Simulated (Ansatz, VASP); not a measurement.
# Two plane-wave programs on Au

Contents of INCAR:

```
SYSTEM = Au
PREC = Accurate ; ENCUT = 520
EDIFF = 1E-6 ; ISMEAR = -1
SIGMA = 0.1 ; LREAL = .False.
LASPH = .True. ; NELM = 80
ALGO = Normal ; ISIF = 2
LWAVE = .False. ; LCHARG = .True.
GGA = RE ; LELF = .True.
LVHAR = .True. ; NBANDS = 24
```

The input KPOINTS:

```
regular mesh
0
Gamma
  9 9 12
  0 0 0
```

File POSCAR:

```
Au
1.0
    4.5730881666      0.0000000000      0.0000000000
   -2.2865440833      3.9604105260      0.0000000000
    0.0000000000      0.0000000000      2.7333750892
Au
3
Direct
    1.0000000000      0.0000000000      0.0000000000
    0.3333333333      0.6666666667      0.5000000000
    0.6666666667      0.3333333333      0.5000000000
```

Input for Ansatz:

```yaml
crystal:
  lattice:
    - [4.5730881666, 0.0, 0.0]
    - [-2.2865440833, 3.960410526, 0.0]
    - [0.0, 0.0, 2.7333750892]
  atoms:
    - { symbol: Au, position: [1.0, 0.0, 0.0] }
    - { symbol: Au, position: [0.3333333333, 0.6666666667, 0.5] }
    - { symbol: Au, position: [0.6666666667, 0.3333333333, 0.5] }
hamiltonian:
  xc: revpbe
  pseudopotentials:
    kind: paw
    azcp:
      Au: "pseudopotentials/Au.paw.azcp"
basis:
  ecutwfc: 420
  fft_grid_basis: typed
kpoints:
  mp_grid: { grid: [9, 9, 12], shift: [0, 0, 0] }
magnetization:
  spin_polarized: false
scf:
  occupations: { method: fermi_dirac, width: 0.1 }
  lower_state_search: "off"
output:
  stress: true
```

Alike in both runs: task single point; functional revPBE; k mesh 9 × 9 × 12; occupations fermi-dirac, width 0.1 eV; no spin polarisation.

```csv
,VASP,Ansatz
version,VASP 6.6.1,Ansatz 0.2.0
potentials or method,"VASP PAW PBE potentials, release 64 (Au)","plane waves (420 eV) with PAW, scalar-relativistic"
plane-wave cutoff (eV),520,420
valence electrons in the cell,33,57
```

```tsv
	VASP	Ansatz	Ansatz less VASP
pressure (GPa)	21.8	22.2	+0.38
largest component of the traceless stress (GPa)	1.74	1.75	+0.019
```

With one functional, cell and mesh, what is left measures potentials, basis and numerics. The two sets of potentials don't hold the same shells in valence.

Caveats: so large a pressure means that the cell lies far from this level's equilibrium, or that cutoff or potentials fall short (VASP); the potentials were made for another functional, which shifts forces and pressure (VASP). The runs have no spin-orbit coupling, so splittings on Au are missing.
